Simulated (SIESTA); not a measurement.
Runs of SIESTA 5.4.2 on GaSb. The structure is cubic, space group F-43m (No. 216). Conventional cell: a = 6.118 Å, b = 6.118 Å, c = 6.118 Å, α = 90.00°, β = 90.00°, γ = 90.00°. Sb (site symmetry -43m) is surrounded by 4 Ga at 2.65 Å. Ga (site symmetry -43m) has 4 Sb at 2.65 Å as nearest neighbours. 

```csv
level,potentials or basis,gap on the mesh (eV),pressure (GPa)
PBE,"PseudoDojo 0.4 standard (PBE files), DZP (energy shift 0.003 Ry; two zetas on semicore shells)",0.14,2.5
PBE,"PseudoDojo 0.5 standard (PBE files), DZP (energy shift 0.003 Ry; two zetas on semicore shells)",0.14,2.5
PBE,"SPMS 1.0 (PBE files) or PseudoDojo by element, DZP (energy shift 0.003 Ry; two zetas on semicore shells)",0.12,2.7
RPBE,"PseudoDojo 0.4 standard (PBE files), DZP (energy shift 0.003 Ry; two zetas on semicore shells)",0.30,(b)
BLYP,"PseudoDojo 0.4 standard (PBE files), DZP (energy shift 0.003 Ry; two zetas on semicore shells)",none,5.4
PBE,"PseudoDojo 0.4 standard (PBE files), SZ (energy shift 0.003 Ry)",0.19,5.7
PBE,"SG15 1.2 (PBE files) or PseudoDojo by element, DZP (energy shift 0.003 Ry; two zetas on semicore shells)",0.11,(c)
LDA,"PseudoDojo 0.4 standard (LDA files), DZP (energy shift 0.003 Ry; two zetas on semicore shells)",none,(a)
```

Alike in all rows: task band structure; no spin polarisation; cell as given; k mesh 8 × 8 × 8; smearing fermi-dirac 0.05 eV; grid cutoff 800 Ry; energy shift 0.003 Ry.

Task: Fill in the values left out.

Result: (a) -1.6; (b) 4.1; (c) 3.2.

Caveats: spin-orbit coupling is left out, which moves the levels of the heavy elements; the basis of atomic orbitals isn't converged, which shifts pressures, moduli and gaps; the potentials were made for another functional, which shifts forces and pressure (some runs); the basis has no polarisation orbitals (some runs).

A k mesh can miss the band edges, and the runs leave out spin-orbit coupling on Ga, Sb.

A gap of «none» marks a metal or a gap under the smearing width.
